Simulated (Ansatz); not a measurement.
Input, command and steps of an Ansatz relaxation.

```yaml
crystal:
  lattice:
    - [4.5169117844, 0.0, 0.0]
    - [-2.2584558922, 3.9117603519, 0.0]
    - [0.0, 0.0, 10.2980947415]
  atoms:
    - { symbol: Cd, position: [0.0, 0.4999615234, 0.6666666667] }
    - { symbol: Cd, position: [0.5000384766, 0.5000384766, 0.0] }
    - { symbol: Cd, position: [0.4999615234, 0.0, 0.3333333333] }
    - { symbol: Te, position: [0.0, 0.4999713634, 0.1666666667] }
    - { symbol: Te, position: [0.5000286366, 0.5000286366, 0.5] }
    - { symbol: Te, position: [0.4999713634, 0.0, 0.8333333333] }
basis:
  ecutwfc: 420
kpoints:
  mp_grid: { grid: [12, 12, 4] }
hamiltonian:
  xc: pbe
scf:
  occupations: { method: gaussian, width: 0.1 }
output:
  forces: true
  stress: true
  eigenvalues: true
relax:
  adjacent_minimum: "off"
  f_tol: 0.01
  max_steps: 30
  cell: { stress_tol: 0.1, fix: [volume] }
```

```bash
ansatz run input.yaml --threads 1 --pin off --max-ram 2560MiB --backend cpu --events-out ev --progress --plain --runs-dir out
```

Theory: DFT PBE, scalar-relativistic, plane waves, PAW in Ansatz 0.2.0.

The volume is held at 0.94 times that of the relaxed cell.

Of 11 frames 9 are shown, positions in Å and forces in eV/Å; the SCF threshold varies from step to step. Steps run on the plane waves of an earlier cell, with a Pulay correction in the pressure. The basis is chosen afresh for the last frame, the zero of the energies, and at times for earlier ones too; energy and pressure step there, also at an unchanged geometry. The mark taken_back stands on steps that the optimiser undid.

```xyz
6
Lattice="4.5169 0.0000 0.0000 -2.2585 3.9118 0.0000 0.0000 0.0000 10.2981" Properties=species:S:1:pos:R:3:forces:R:3 pbc="T T T" step=1 free_energy_over_end_meV_per_atom=1.92 pressure_GPa=2.81
Cd   -1.1291    1.9557    6.8654    0.0000   -0.0001    0.0000
Cd    1.1293    1.9560    0.0000    0.0000    0.0001    0.0000
Cd    2.2583    0.0000    3.4327   -0.0001    0.0000    0.0000
Te   -1.1292    1.9558    1.7163    0.0000    0.0001    0.0000
Te    1.1293    1.9560    5.1490    0.0000   -0.0001    0.0000
Te    2.2583    0.0000    8.5817    0.0001    0.0000    0.0000
6
Lattice="4.5080 0.0000 0.0000 -2.2540 3.9041 0.0000 0.0000 0.0000 10.3387" Properties=species:S:1:pos:R:3:forces:R:3 pbc="T T T" step=2 free_energy_over_end_meV_per_atom=1.83 pressure_GPa=2.78
Cd   -1.1269    1.9519    6.8925    0.0000    0.0000    0.0000
Cd    1.1271    1.9522    0.0000    0.0000    0.0000    0.0000
Cd    2.2538    0.0000    3.4463    0.0000    0.0000    0.0000
Te   -1.1270    1.9520    1.7231    0.0000   -0.0001    0.0000
Te    1.1271    1.9521    5.1694    0.0000    0.0001    0.0000
Te    2.2539    0.0000    8.6156   -0.0001    0.0000    0.0000
6
Lattice="4.5080 0.0000 0.0000 -2.2540 3.9041 0.0000 0.0000 0.0000 10.3387" Properties=species:S:1:pos:R:3:forces:R:3 pbc="T T T" step=3 free_energy_over_end_meV_per_atom=1.81 pressure_GPa=2.78
Cd   -1.1163    1.9335    6.8925   -0.0007    0.0012    0.0000
Cd    1.1377    1.9705    0.0000   -0.0007   -0.0012    0.0000
Cd    2.2327    0.0000    3.4463    0.0014    0.0000    0.0000
Te   -1.1224    1.9440    1.7231    0.0047   -0.0082    0.0000
Te    1.1316    1.9600    5.1694    0.0047    0.0082    0.0000
Te    2.2448    0.0000    8.6156   -0.0095    0.0000    0.0000
6
Lattice="4.5061 0.0000 0.0000 -2.2531 3.9024 0.0000 0.0000 0.0000 10.3476" Properties=species:S:1:pos:R:3:forces:R:3 pbc="T T T" step=4 free_energy_over_end_meV_per_atom=1.80 pressure_GPa=2.77
Cd   -1.1144    1.9302    6.8984    0.0048   -0.0084    0.0000
Cd    1.1387    1.9722    0.0000    0.0048    0.0084    0.0000
Cd    2.2287    0.0000    3.4492   -0.0096    0.0000    0.0000
Te   -1.1182    1.9368    1.7246   -0.0044    0.0076    0.0000
Te    1.1349    1.9656    5.1738   -0.0044   -0.0076    0.0000
Te    2.2364    0.0000    8.6230    0.0088    0.0000    0.0000
6
Lattice="4.5061 0.0000 0.0000 -2.2530 3.9024 0.0000 0.0000 0.0000 10.3477" Properties=species:S:1:pos:R:3:forces:R:3 pbc="T T T" step=5 free_energy_over_end_meV_per_atom=1.79 pressure_GPa=2.77
Cd   -1.1134    1.9284    6.8985    0.0032   -0.0056    0.0000
Cd    1.1397    1.9739    0.0000    0.0032    0.0056    0.0000
Cd    2.2268    0.0000    3.4492   -0.0064    0.0000    0.0000
Te   -1.1186    1.9375    1.7246   -0.0013    0.0022    0.0000
Te    1.1344    1.9649    5.1738   -0.0013   -0.0022    0.0000
Te    2.2372    0.0000    8.6231    0.0025    0.0000    0.0000
6
Lattice="4.5062 0.0000 0.0000 -2.2531 3.9025 0.0000 0.0000 0.0000 10.3469" Properties=species:S:1:pos:R:3:forces:R:3 pbc="T T T" step=7 free_energy_over_end_meV_per_atom=1.13 pressure_GPa=2.54
Cd   -1.0101    1.7495    6.8979   -0.0196    0.0340    0.0000
Cd    1.2430    2.1530    0.0000   -0.0196   -0.0340    0.0000
Cd    2.0201    0.0000    3.4490    0.0393    0.0000    0.0000
Te   -1.0810    1.8724    1.7245    0.0552   -0.0956    0.0000
Te    1.1721    2.0302    5.1735    0.0552    0.0956    0.0000
Te    2.1620    0.0000    8.6224   -0.1104    0.0000    0.0000
6
Lattice="4.5032 0.0000 0.0000 -2.2516 3.8999 0.0000 0.0000 0.0000 10.3607" Properties=species:S:1:pos:R:3:forces:R:3 pbc="T T T" step=8 free_energy_over_end_meV_per_atom=2.70 pressure_GPa=1.93 taken_back
Cd   -0.9128    1.5810    6.9071   -0.0464    0.0803    0.0000
Cd    1.3389    2.3190    0.0000   -0.0464   -0.0803    0.0000
Cd    1.8255    0.0000    3.4536    0.0927    0.0000    0.0000
Te   -1.0398    1.8011    1.7268    0.0461   -0.0799    0.0000
Te    1.2118    2.0989    5.1803    0.0461    0.0799    0.0000
Te    2.0797    0.0000    8.6339   -0.0923    0.0000    0.0000
6
Lattice="4.5037 0.0000 0.0000 -2.2519 3.9003 0.0000 0.0000 0.0000 10.3585" Properties=species:S:1:pos:R:3:forces:R:3 pbc="T T T" step=9 free_energy_over_end_meV_per_atom=0.05 pressure_GPa=2.21
Cd   -0.9921    1.7184    6.9057    0.0070   -0.0121    0.0000
Cd    1.2598    2.1820    0.0000    0.0070    0.0121    0.0000
Cd    1.9842    0.0000    3.4528   -0.0140    0.0000    0.0000
Te   -1.0522    1.8225    1.7264   -0.0098    0.0170    0.0000
Te    1.1996    2.0778    5.1793   -0.0098   -0.0170    0.0000
Te    2.1044    0.0000    8.6321    0.0197    0.0000    0.0000
6
Lattice="4.5031 0.0000 0.0000 -2.2515 3.8998 0.0000 0.0000 0.0000 10.3615" Properties=species:S:1:pos:R:3:forces:R:3 pbc="T T T" step=11 free_energy_over_end_meV_per_atom=0.00 pressure_GPa=2.18
Cd   -0.9840    1.7044    6.9077    0.0011   -0.0019    0.0000
Cd    1.2675    2.1954    0.0000    0.0011    0.0019    0.0000
Cd    1.9680    0.0000    3.4538   -0.0022    0.0000    0.0000
Te   -1.0512    1.8207    1.7269   -0.0017    0.0030    0.0000
Te    1.2004    2.0791    5.1808   -0.0017   -0.0030    0.0000
Te    2.1023    0.0000    8.6346    0.0034    0.0000    0.0000
```

The run took 3.3 min on 1 thread of AMD EPYC 9R45 96-Core Processor (Zen 5), with other jobs on the host, peak memory 0.84 GiB.